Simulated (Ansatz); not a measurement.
# Optical response of LiBr

Aim: the dielectric function of LiBr, and the optical constants that follow from it.

Main program and level: Ansatz 0.2.0; DFT, PBE, plane-wave PAW, default files, scalar-relativistic, independent-particle optical response without local fields.

## Step 1: The structure

It takes space group Fm-3m (No. 225, cubic). Conventional cell: a = 5.501 Å, b = 5.501 Å, c = 5.501 Å, α = 90.00°, β = 90.00°, γ = 90.00°. Br has 6 Li at 2.75 Å nearest. Nearest to Li lie 6 Br at 2.75 Å. Farther neighbours and most contacts between anions are not listed.

## Step 2: Ground state and bands

First the ground state: is it a metal or has it a gap?

This step: DFT, PBE, plane-wave PAW, default files, scalar-relativistic, ground state (Ansatz 0.2.0).

File input.yaml:

```yaml
crystal:
  lattice:
    - [0.0, 2.75065, 2.75065]
    - [2.75065, 0.0, 2.75065]
    - [2.75065, 2.75065, 0.0]
  atoms:
    - { symbol: Br, position: [0.5, 0.5, 0.5] }
    - { symbol: Li, position: [0.0, 0.0, 0.0] }
kpoints:
  mp_grid: { grid: [7, 7, 7] }
  band_path:
    path:
      - [[0.0, 0.0, 0.0], [0.5, 0.0, 0.5], [0.5, 0.25, 0.75], [0.375, 0.375, 0.75], [0.0, 0.0, 0.0], [0.5, 0.5, 0.5], [0.625, 0.25, 0.625], [0.5, 0.25, 0.75], [0.5, 0.5, 0.5], [0.375, 0.375, 0.75]]
      - [[0.625, 0.25, 0.625], [0.5, 0.0, 0.5]]
    npoints: 6
scf:
  occupations: { method: fermi_dirac, width: 0.05 }
  n_extra_bands: 6
hamiltonian:
  xc: pbe
  pseudopotentials: { kind: paw }
output:
  forces: true
  stress: true
  populations: true
  write_bands: true
  write_density: true
  write_potential: true
  elf: true
  volumetric_format: npy
```

Run with:

```
$ ansatz run input.yaml --threads 4 --pin off --max-ram 8192MiB --backend cpu --events-out ev --progress --plain --runs-dir out
```

Numbers of over 12 decimals in the logs are rounded to 6 here.

What it wrote:

```text
scf.n_extra_bands = 6 over 5 filled bands (N_el = 10.0): the run solves 11 bands
Engine: ansatz 0.2.0, x86_64-unknown-linux-gnu
Pseudopotentials: kind: paw
Pseudopotential: Br, paw, valence charge 7, recommended cutoff 420 eV (normal), Br.paw.azcp
Pseudopotential: Li, paw, valence charge 3, recommended cutoff 420 eV (normal), Li.paw.azcp
Functional definition: PBE
  parameter kappa = 0.804
  parameter beta = 0.066725
  exchange = pbe_x(kappa = kappa, mu = beta*pi^2/3)
  correlation = pbe_c(beta = beta)
Crystal: 2 atoms, lattice volume = 41.623 Å³
Basis set: ecut = 420 eV, 869 PW (Γ), exchange–correlation on 54×54×54 points (8 copies of the dense FFT grid, shifted against one another)
Bands: 11, of which v1, the nominal top of the filled ones, is band 5 counted from 1 (4 counted from 0)
Symmetry: 48 space group operations
Space group: Fm-3m (ITA 225), of the structure as read, at distance tolerance 3.5e-5 Å
k-points: 20 of 343
Non-local potential: Br, projectors of the file, l = 0: 2, l = 1: 2, l = 2: 2
Non-local potential: Li, projectors of the file, l = 0: 3, l = 1: 2, l = 2: 1
PAW form: soft (Blöchl's): semilocal exchange-correlation on the pseudo side does not see the compensation charge
PAW one-centre angular grid: Br, 110 points (default); XC on 64 Gauss nodes
PAW one-centre angular grid: Li, 110 points (default); XC on 64 Gauss nodes
Initial density: superposition of atomic densities (neutral atoms: chi_scale 0, normalization atom), corrected by the library's trained network
Initial wavefunctions: pseudopotential atomic-orbital guess
Functional: x = pbe(κ = 0.804, μ = 0.219515), c = pbe(β = 0.066725)
SCF iter   1: F=—  HF=-2990.959245 eV  |F-HF|=—  |Δ(HF+E_count)|=         —  Δρ=3.13e-4  dr2=6.17e-5  ethr=1.77e-3  ⟨swp⟩=7.6  Hψ=1566  notcnv=0
preconditioner: auto → none  [insulator: Δε(μ)=4.935 eV  Ē_g=14.563 eV  σ=0.050 eV  W_gap=1.00  n_scr=8 (ndim 8)  ℏωp=16.3 eV  f_vac=0.000  D(μ)=0.00/eV (n_scr^D=0)  ε∞_Penn≈2.2]
SCF iter   2: F=—  HF=-2990.959308 eV  |F-HF|=—  |Δ(HF+E_count)|=   6.33e-5  Δρ=2.04e-4  dr2=2.94e-5  ethr=6.17e-7  ⟨swp⟩=3.4  Hψ=542  notcnv=0  defer=6
SCF iter   3: F=—  HF=-2990.959324 eV  |F-HF|=—  |Δ(HF+E_count)|=   1.57e-5  Δρ=3.10e-4  dr2=6.84e-5  ethr=2.94e-7  ⟨swp⟩=2.0  Hψ=271  notcnv=0  defer=6
SCF iter   4: F=—  HF=-2990.959304 eV  |F-HF|=—  |Δ(HF+E_count)|=   1.97e-5  Δρ=1.48e-4  dr2=1.55e-5  ethr=2.94e-7  ⟨swp⟩=2.3  Hψ=262  notcnv=0  defer=6
SCF iter   5: F=—  HF=-2990.959298 eV  |F-HF|=—  |Δ(HF+E_count)|=   5.43e-6  Δρ=3.71e-5  dr2=9.75e-7  ethr=1.55e-7  ⟨swp⟩=2.0  Hψ=268  notcnv=0  defer=6
SCF iter   6: F=-2990.959298 eV  HF=-2990.959298 eV  |F-HF|=2.04e-8  |Δ(HF+E_count)|=   3.51e-7  Δρ=6.42e-6  dr2=2.86e-8  ethr=1.00e-9  ⟨swp⟩=10.5  Hψ=1450  notcnv=0
SCF 1 converged in 6 iterations: F = -2990.959298 eV  dr2 = 2.86e-8
  greatest PAW one-centre occupation: 1.000 electrons in one spin orbital (limit 2), on the Li atom at site 1 (counted from 0), in its partial waves of l = 0
NSCF: frozen V_eff on 62 k-points
SCF converged after 6 iterations
Free energy (F): -2990.959298 eV
Harris-Foulkes:  -2990.959298 eV  (|F-HF|=2.04e-8)
Internal energy: -2990.959298 eV  (E = F + TS)
E sigma→0 (E₀):  -2990.959298 eV
Fermi energy:    4.580983 eV
--- Per-component energies (eV) ---
  E_band       = -102.162179
  E_kinetic    = 155.621788
  E_local      = -312.158864  (includes V_loc(G=0)·N_el)
  E_nonlocal   = 37.110404
  E_hartree    = 79.959676
  E_xc         = -275.941487
  E_vxc        = -118.311251  (∫ρ·V_xc dr)
  E_paw        = -2267.625715  (= ΣΔE_a)
  E_vpaw       = -24.341737  (= ΣTr[D̂ρ^β])
  E_aug_tail   = 0.000004  (compensation charges beyond the density's cutoff)
  E_ewald      = -407.925104
  E_smearing   = -0.000000  (= −TS)
  E_closure    = 0.000000  (closes the sum)
  Σ components = -2990.959298   (vs F -2990.959298, Δ=0.00e0)
--- Forces (eV/Å), atoms counted from 1 ---
  atom   1  Br     0.00000000    -0.00000000     0.00000000
  atom   2  Li    -0.00000000    -0.00000000    -0.00000000
  max |Σ_I F_I| component: 1.29e-29 eV/Å
--- Stress (GPa, compression-positive) ---
        0.137902      -0.000000       0.000000
        0.000000       0.137902      -0.000000
        0.000000      -0.000000       0.137902
  P = ⅓ Tr σ = 0.1379 GPa (1.379 kbar)
--- Band table (eV; the first three rows and the last of 20) ---
  k-point 0: bands = [... 1 lower, -11.3924, 2.0396, 2.0396, 2.0396, 6.9775, 12.5532, 12.5532, 12.5532, ... 2 higher]
  k-point 1: bands = [... 1 lower, -11.3107, 1.3081, 1.9856, 1.9856, 7.6181, 11.7076, 12.2250, 12.2250, ... 2 higher]
  k-point 2: bands = [... 1 lower, -11.1162, 0.0746, 1.8727, 1.8727, 7.9934, 10.9576, 10.9576, 12.0638, ... 2 higher]
  k-point 19: bands = [... 1 lower, -10.7510, -0.2167, 0.0062, 1.0575, 9.4441, 10.8199, 11.5769, 11.9463, ... 2 higher]
--- Löwdin populations: 2 sites ---
  site symbol       q [e]
     0     Br      7.5572
     1     Li      2.3779
  spilling = 0.006488 (of n_electrons = 10.000000)
```

It took 0.51 s on 4 threads of Intel Xeon Platinum 8488C (Sapphire Rapids), shared host; peak memory 0.35 GiB.

In the SCF lines HF is the Harris–Foulkes energy and dr2 the Hartree energy of the density residual, in eV; the loop may stop once dr2 is under the threshold and the program's other checks hold. Hψ counts applications of the Hamiltonian.

Read-outs, printed or worked out from the files:

```
free energy                  : -2990.9593 eV
Fermi energy                 : 4.581 eV
gap by band count            : 4.938 eV
electrons                    : 10
symmetry operations          : 48
pressure                     : 0.1379 GPa
gap on the k-mesh            : 4.938 eV
volume                       : 41.62 Å³
gap on the path              : 4.933 eV
least direct gap on the path : 4.938 eV
```

There is a gap, 4.93 eV on the path, so no carriers' term is needed. The cell is left with a pressure of 0.1 GPa, as it stands unrelaxed at this level.

The electronic bands at the labelled points (eV, zero at the Fermi level; v1 is the highest filled band, c1 the lowest empty one):

```
    point     v3     v2     v1    c1    c2    c3    c4
        Γ  -2.54  -2.54  -2.54  2.40  7.97  7.97  7.97
  halfway  -4.13  -3.16  -3.16  4.62  5.71  5.82  8.51
        X  -5.42  -3.68  -3.68  3.70  4.58  9.08  9.89
  halfway  -5.22  -4.01  -3.68  4.22  5.29  8.06  8.45
        W  -4.68  -4.68  -3.68  5.47  6.03  6.91  6.91
  halfway  -4.93  -4.43  -3.55  4.63  6.27  7.00  7.70
        K  -5.03  -4.38  -3.40  4.10  6.19  7.76  8.04
  halfway  -4.35  -3.44  -2.63  4.18  6.31  6.42  6.80
        Γ  -2.54  -2.54  -2.54  2.40  7.97  7.97  7.97
  halfway  -4.21  -2.68  -2.68  3.43  6.66  6.66  7.20
        L  -5.42  -2.80  -2.80  3.09  5.57  5.57  9.21
  halfway  -5.21  -3.71  -3.04  4.11  5.62  6.33  8.37
        U  -5.03  -4.38  -3.40  4.10  6.19  7.76  8.04
  halfway  -4.93  -4.43  -3.55  4.63  6.27  7.00  7.70
        W  -4.68  -4.68  -3.68  5.47  6.03  6.91  6.91
  halfway  -5.14  -3.88  -3.15  4.52  5.34  6.68  8.14
        L  -5.42  -2.80  -2.80  3.09  5.57  5.57  9.21
  halfway  -5.21  -3.71  -3.04  4.11  5.62  6.33  8.37
        K  -5.03  -4.38  -3.40  4.10  6.19  7.76  8.04
jump to U  -5.03  -4.38  -3.40  4.10  6.19  7.76  8.04
  halfway  -5.32  -3.91  -3.60  3.88  5.00  8.77  9.05
        X  -5.42  -3.68  -3.68  3.70  4.58  9.08  9.89
```

The electronic bands as a text plot (rows in eV, shown from -5.4 to 8.4 only):

```
    8.1 |++++   +   +   ++      ++++   +    ++ ++    +     ++++
    7.5 | +          + +++     +++ +++        ++++  +        +
    7.0 |     ++    + ++  ++++++    +++      +   +++++      +
    6.4 |  ++        +++++ +++++      +     + ++++         + +
    5.8 |    +      +                  +++++++    ++  +++++++ +
    5.2 |     ++     ++                    +     ++++++   +    +
    4.7 |    +  +++++  +   ++                        +          +
    4.1 |     +++  +    +++  ++             +++++     +    +++++
    3.5 |  ++    ++            +      ++  ++           + ++     +
    2.9 | +                     ++ +++  ++              +
    2.4 |+                        +
    1.8 |
    1.2 |
    0.6 |
    0.0 |
   -0.5 |
   -1.1 |
   -1.7 |
   -2.3 |                       **
   -2.8 |****             *******************         ******
   -3.4 |  ***************   ***    **     * **********   * *****
   -4.0 |    *    ***      **         *     **       *     ** ***
   -4.6 |     **     **********               *******        *
   -5.1 |       ****** ***             ***********  *************
         Γ       X    W  K        Γ      L     U  W     L   K|U X
```

Valence density in the ac plane of the conventional cell at fractional y = 0.000, with atoms of Br and Li within 0.2 Å of it. It is the smooth field of the valence electrons, not physical close to the nuclei.

Values in e/Å³, 15 rows by 15 columns, each cell a mean:
```
4.4 1.0 0.1 0.1 0.3 0.9 1.0 0.5 0.8 1.1 0.5 0.2 0.1 0.3 2.9
0.4 0.1 0.0 0.1 0.2 0.6 1.0 1.1 1.1 0.8 0.3 0.1 0.1 0.1 0.3
0.1 0.1 0.0 0.1 0.1 0.3 0.5 0.6 0.6 0.3 0.2 0.1 0.0 0.1 0.1
0.2 0.1 0.1 0.1 0.1 0.1 0.2 0.2 0.2 0.1 0.1 0.1 0.1 0.1 0.2
0.6 0.4 0.2 0.1 0.1 0.0 0.1 0.1 0.1 0.1 0.0 0.1 0.2 0.3 0.5
1.1 0.9 0.5 0.2 0.1 0.0 0.1 0.4 0.2 0.1 0.1 0.1 0.3 0.8 1.1
0.6 1.1 0.8 0.3 0.1 0.1 1.0 4.2 2.5 0.2 0.1 0.2 0.6 1.1 0.8
0.3 1.0 0.9 0.3 0.1 0.1 1.8 7.2 4.2 0.4 0.1 0.2 0.6 1.1 0.5
0.9 1.1 0.7 0.3 0.1 0.1 0.4 1.8 1.0 0.1 0.1 0.2 0.5 1.0 1.0
0.9 0.7 0.4 0.2 0.1 0.0 0.1 0.1 0.1 0.0 0.0 0.1 0.3 0.6 0.9
0.4 0.3 0.2 0.1 0.1 0.1 0.1 0.1 0.1 0.1 0.1 0.1 0.1 0.2 0.3
0.1 0.1 0.1 0.1 0.1 0.2 0.3 0.3 0.3 0.2 0.1 0.1 0.1 0.1 0.1
0.1 0.1 0.0 0.1 0.2 0.4 0.7 0.9 0.8 0.5 0.2 0.1 0.0 0.0 0.1
1.5 0.3 0.1 0.1 0.3 0.7 1.1 1.0 1.1 0.9 0.4 0.1 0.1 0.1 1.0
6.8 1.5 0.1 0.1 0.4 0.9 0.9 0.3 0.6 1.1 0.6 0.2 0.1 0.4 4.4
```

Electrostatic potential energy in the ac plane of the conventional cell at fractional y = 0.000, with atoms of Br and Li within 0.2 Å of it. With pseudopotentials it is smooth inside the atoms' cores, unlike the true potential.

Ten even steps from '0' (-72 eV) to '9' (7 eV), each cell a mean:
```
579996100489986
789998534799998
999999988999999
999999999999999
899999999999998
368999888999974
027999756899840
016998645899830
138999767899951
679999989999986
999999999999999
999999999999999
999999867899999
689997312699987
469996100389975
```

(Continued in part 2 of 2.)

[Logs are printed without paths, hosts, clocks, repeated set-up lines and the standing remarks that a program may print on its own settings, such as how far it seeks lower states.]

[Hosts, paths, dates, database ids (printed as entryN), source tags and the programs' standing remarks are cut or masked in the printed files.]
